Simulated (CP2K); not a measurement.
# TiAl3: equation of state with PBEsol

The system is TiAl3.

```
Ti Al
1.0
     5.06249    0.00000    0.00000
     2.17669    4.57065    0.00000
    -3.61959   -2.28532    2.70271
Ti Al
1 3
Cartesian
  0.0000 0.0000 0.0000
  1.0883 2.2853 1.3514
  2.5312 0.0000 1.3514
  3.6196 2.2853 0.0000
```

The cell comes from a database or a generator and needn't be the stable form of this composition.

- Program: CP2K 2026.2
- Task: equation of state
- Functional: PBEsol
- Potentials or basis: POTENTIAL_UZH Ti GTH-PBE-q12, Al GTH-PBE-q3; TZVP-MOLOPT-PBE-GTH basis
- Density cutoff: 6123 eV
- k mesh: 10 × 10 × 10
- Occupations: fermi-dirac, width 0.05 eV
- Spin: no spin polarisation

* Equilibrium volume: 15.76 Å³/atom
* Bulk modulus at fixed shape and positions: 109 GPa
* Pressure derivative of the bulk modulus: 4.0

Energy against volume, from the lowest point:
```csv
volume (Å³/atom),energy (meV/atom)
14.696,26.99
15.009,12.81
15.322,3.97
15.634,0.00
15.947,0.41
16.260,4.80
16.572,12.79
```

All runs of the series together: 12 min on 3 threads of Arm Neoverse V2, on a shared host.

Caveat: the cell was scaled at fixed shape and fractional positions, which overstates the stiffness of a crystal with free parameters, most of all of layers and chains; the potentials were made for another functional, which shifts forces and pressure; the basis of atomic orbitals isn't converged, which shifts pressures, moduli and gaps.
